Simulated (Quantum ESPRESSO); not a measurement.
The system is KCl (Sylvite).

```
K Cl
1.0
     0.00000    3.14647    3.14647
     3.14647    0.00000    3.14647
     3.14647    3.14647    0.00000
K Cl
1 1
Direct
  0.00000 0.00000 0.00000
  0.50000 0.50000 0.50000
```

```yaml
Program: Quantum ESPRESSO 7.5
Task: relaxation of cell and atoms
Functional: PW91
Potentials_or_basis: SPMS 1.0 PBE
Cutoff: 912 eV
Density_cutoff: 3646 eV
k_mesh: 7 × 7 × 7
Occupations: fixed
Spin: no spin polarisation
```

At the start: pressure 0.7 GPa; volume 31.15 Å³/atom.

Task: Where does the relaxation end?

Result: Over 3 steps the energy falls by 2.6 meV/atom and the volume is 32.33 Å³/atom (+3.8 %); space group Fm-3m (No. 225, to 0.05 Å).

The path:
| step | energy change (eV) | largest force (eV/Å) | pressure (GPa) | volume (Å³) |
| --- | --- | --- | --- | --- |
| 1 | 0.0000 | 0.0000 | 0.69 | 62.30 |
| 2 | -0.0007 | 0.0000 | 0.63 | 62.48 |
| 3 | -0.0051 | 0.0000 | 0.03 | 64.66 |

Final structure:
```xyz
2
Lattice="0.0000 3.1857 3.1857 3.1857 0.0000 3.1857 3.1857 3.1857 0.0000" Properties=species:S:1:pos:R:3 pbc="T T T"
K     0.0000    0.0000    0.0000
Cl    3.1857    3.1857    3.1857
```

Caveat: the potentials were made for another functional, which shifts forces and pressure.
